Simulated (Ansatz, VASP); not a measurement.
InP: VASP beside Ansatz

INCAR

```
ALGO = Normal ; EDIFF = 1E-6
ENCUT = 520 ; GGA = PS
ISIF = 2 ; ISMEAR = -1
LASPH = True ; LCHARG = False
LREAL = False ; LWAVE = False
NBANDS = 16 ; NELM = 80
PREC = Accurate ; SIGMA = 0.05
```

Contents of KPOINTS:

```
k-points
0
Gamma
  8 8 8
```

POSCAR

```
InP
1.0
    0.0000000000      2.7871711834      2.7871711834
    2.7871711834      0.0000000000      2.7871711834
    2.7871711834      2.7871711834      0.0000000000
In P
1 1
Direct
    0.0000000000      0.0000000000      0.0000000000
    0.5000000000      0.5000000000      0.5000000000
```

File input.yaml:

```yaml
crystal:
  lattice:
    - [0.0, 2.7871711834, 2.7871711834]
    - [2.7871711834, 0.0, 2.7871711834]
    - [2.7871711834, 2.7871711834, 0.0]
  atoms:
    - { symbol: In, position: [0.0, 0.0, 0.0] }
    - { symbol: P, position: [0.5, 0.5, 0.5] }
hamiltonian:
  xc: pbesol
  pseudopotentials: { kind: paw }
kpoints:
  mp_grid: { grid: [8, 8, 8] }
scf:
  occupations: { method: fermi_dirac, width: 0.05 }
output:
  forces: true
  stress: true
  eigenvalues: true
  write_density: true
  write_potential: true
  elf: true
  volumetric_format: npy
```

Measurements of this composition are mostly on another form, of space group No. 216.

Alike in both runs: task single point; functional PBEsol; k mesh 8 × 8 × 8; occupations fermi-dirac, width 0.05 eV; no spin polarisation.

|  | VASP | Ansatz |
| --- | --- | --- |
| version | VASP 6.6.1 | Ansatz 0.2.0 |
| potentials or method | VASP PAW PBE potentials, release 64 (In_d, P) | Ansatz PAW |
| plane-wave cutoff (eV) | 520 | 420 |
| valence electrons in the cell | 18 | 18 |

```csv
,VASP,Ansatz,Ansatz less VASP
gap on the k mesh at the Fermi level (eV),none,none,-
pressure (GPa),-4.6,-4.6,-0.04
```

A gap of «none» marks a metal or a gap that the smearing closes. With one functional, cell and mesh, what is left measures potentials, basis and numerics.

Caveats: the PAW data sets were made with another functional, which shifts forces and pressure a little (VASP); the PAW data sets come from PBE, with cores solved anew for the run's functional, which leaves a small shift of forces and pressure (Ansatz).
